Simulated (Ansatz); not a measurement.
Crystal: Rh, diamond type, 2 atoms in the cell.

These are results of PBE, plane waves, PAW datasets (earlier set, tuned by hand) in Ansatz, not measurements.

Cutoff 540 eV; k-mesh 17×17×17 Γ-centred; Fermi–Dirac smearing of 0.0612 eV; no spin polarisation.

```
V (Å³/atom)   a (Å)  E − E(min) (meV/atom)  P (GPa)
     19.702  5.4017                  34.16     9.28
     20.121  5.4398                  14.53     5.80
     20.540  5.4773                   3.47     2.72
     20.960  5.5143                   0.00    -0.01
     21.379  5.5508                   3.24    -2.42
     21.798  5.5869                  12.43    -4.56
```

(1) Fit a third-order Birch–Murnaghan equation of state to the energies.

Answers

(1) V₀ = 20.958 Å³/atom (a₀ = 5.514 Å), B₀ = 128 GPa, B₀′ = 5.09.

The published all-electron PBE values for this crystal (mean of FLEUR and WIEN2k, k-spacing 0.06 Å⁻¹; Bosoni et al., Nat. Rev. Phys. 6, 45 (2024)) are V₀ = 20.950 Å³/atom, B₀ = 128.7 GPa, B₀′ = 5.14. This run's mesh is coarser (spacing 0.12 Å⁻¹), so part of any difference comes from k-sampling.

The stress includes the program's correction for the finite plane-wave basis.

This cubic structure is a model: it isn't the usual form of the substance at ambient conditions, and such phases are metastable or hypothetical. The k-mesh is modest, so these values aren't fully converged in k.
